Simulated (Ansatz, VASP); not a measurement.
**PbS in VASP and in Ansatz**

The input INCAR:

```
PREC = Accurate ; ENCUT = 520
EDIFF = 1E-7 ; ISMEAR = 0
SIGMA = 0.05 ; LREAL = F
LASPH = T ; NELM = 100
ALGO = Normal ; ISIF = 2
LWAVE = F ; LCHARG = F
GGA = PS ; NBANDS = 17
```

The input KPOINTS:

```
regular mesh
0
Gamma
  10 10 10
```

The input POSCAR:

```
PbS
1.0
    0.0000000000      2.9650000000      2.9650000000
    2.9650000000      0.0000000000      2.9650000000
    2.9650000000      2.9650000000      0.0000000000
Pb S
1 1
Direct
   -0.0225497470      0.0097470489      0.0172613828
    0.5000000000      0.5000000000      0.5000000000
```

Input for Ansatz:

```yaml
crystal:
  lattice:
    - [0.0, 2.965, 2.965]
    - [2.965, 0.0, 2.965]
    - [2.965, 2.965, 0.0]
  atoms:
    - { symbol: Pb, position: [-0.022549747, 0.0097470489, 0.0172613828] }
    - { symbol: S, position: [0.5, 0.5, 0.5] }
basis:
  ecutwfc: 420
kpoints:
  mp_grid: { grid: [10, 10, 10] }
hamiltonian:
  xc: pbesol
scf:
  occupations: { method: gaussian, width: 0.05 }
output:
  forces: true
  stress: true
  eigenvalues: true
```

Change from the starting cell: one atom moved.

Alike in both runs: task single point; functional PBEsol; k mesh 10 × 10 × 10; occupations gaussian, width 0.05 eV; no spin polarisation.

|  | VASP | Ansatz |
| --- | --- | --- |
| version | VASP 6.6.1 | Ansatz 0.2.0 |
| potentials or method | VASP PAW PBE potentials, release 64 (Pb_d, S) | scalar-relativistic, plane waves, PAW |
| plane-wave cutoff (eV) | 520 | 420 |
| valence electrons in the cell | 20 | 20 |

```tsv
	VASP	Ansatz	Ansatz less VASP
gap on the k mesh at the Fermi level (eV)	0.28	0.27	-0.006
least direct gap on the mesh (eV)	0.28	0.27	-0.006
pressure (GPa)	-0.7	-0.7	+0.04
largest component of the traceless stress (GPa)	0.15	0.15	-0.001
rms of the force components (eV/Å)	0.024	0.024	-0.0007
```

Atom by atom the forces differ by 0.001 eV/Å (rms over components). With one functional, cell and mesh, what is left measures potentials, basis and numerics.

Caveats: the PAW data sets were made with another functional, which shifts forces and pressure a little (VASP); spin-orbit coupling is left out, which as a rule narrows the gap of such compounds by several tenths of an eV.
